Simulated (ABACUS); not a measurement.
**TePb under changes of volume**

One of the cells (33.730 Å³/atom); the others are scaled copies at fixed shape and fractional positions:

```xyz
2
Lattice="0.0000 3.2310 3.2310 3.2310 0.0000 3.2310 3.2310 3.2310 0.0000" Properties=species:S:1:pos:R:3 pbc="T T T"
Pb    0.0000    0.0000    0.0000
Te    3.2310    3.2310    3.2310
```

* Program: ABACUS 3.10.1
* Functional: PBE
* Potentials or basis: PseudoDojo NC SR 0.4.1 PBE standard
* Cutoff: 1129 eV
* Density cutoff: 4517 eV
* Basis: plane waves
* k mesh: 7 × 7 × 7
* Occupations: fermi-dirac, width 0.05 eV
* Spin: no spin polarisation

| volume (Å³/atom) | energy over the lowest point (meV/atom) | pressure (GPa) |
| --- | --- | --- |
| 31.706 | ? | ? |
| 32.380 | 37.15 | 4.3 |
| 33.055 | 21.58 | 3.1 |
| 33.730 | 10.52 | 2.1 |
| 34.404 | 3.49 | 1.2 |
| 35.079 | 0.11 | 0.4 |
| 35.753 | 0.00 | -0.4 |

**Question.** What does the run at 31.706 Å³/atom give?

**Answer.** Energy over the lowest point 57.72 meV/atom; pressure 5.5 GPa.

Worked out: A Birch-Murnaghan fit of order 3 (a polynomial in V^(-2/3)) to the other rows has its minimum at 35.44 Å³/atom with B0 = V·E''(V) = 39 GPa and B' = 4.5. It gives 57.68 meV/atom at 31.706 Å³/atom, against the run's 57.72, and -dE/dV = 5.5 GPa, against 5.5.

Energies are extrapolated to zero smearing.
